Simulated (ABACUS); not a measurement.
# FeO (Wuestite) under changes of volume

One of the cells (10.013 Å³/atom); the others are scaled copies at fixed shape and fractional positions:

```xyz
2
Lattice="0.0000 2.1554 2.1554 2.1554 0.0000 2.1554 2.1554 2.1554 0.0000" Properties=species:S:1:pos:R:3 pbc="T T T"
Fe    0.0000    0.0000    0.0000
O     2.1554    2.1554    2.1554
```

```yaml
Program: ABACUS 3.10.1
Functional: PBE
Potentials_or_basis: PseudoDojo NC SR 0.4.1 PBE standard
Cutoff: 1225 eV
Density_cutoff: 4898 eV
Basis: plane waves
k_mesh: 11 × 11 × 11
Occupations: fermi-dirac, width 0.05 eV
Spin: collinear spin, ferromagnetic start
Starting_moments: "[3.0, 0.0] μB"
```

```tsv
volume (Å³/atom)	energy over the lowest point (meV/atom)	pressure (GPa)
9.413	19.35	11.9
9.613	7.41	7.1
9.813	?	?
10.013	0.00	-1.0
10.214	3.36	-4.4
10.414	10.81	-7.5
10.614	21.91	-10.2
```

Question: What does the run at 9.813 Å³/atom give?

Answer: Energy over the lowest point 1.17 meV/atom; pressure 2.9 GPa.

Worked out: A Birch-Murnaghan fit of order 3 (a polynomial in V^(-2/3)) to the other rows has its minimum at 9.96 Å³/atom with B0 = V·E''(V) = 186 GPa and B' = 4.5. It gives 1.17 meV/atom at 9.813 Å³/atom, against the run's 1.17, and -dE/dV = 2.9 GPa, against 2.9.

Energies are extrapolated to zero smearing.

Caveats: a cell with one magnetic atom can't hold antiferromagnetic order, which such compounds often take.
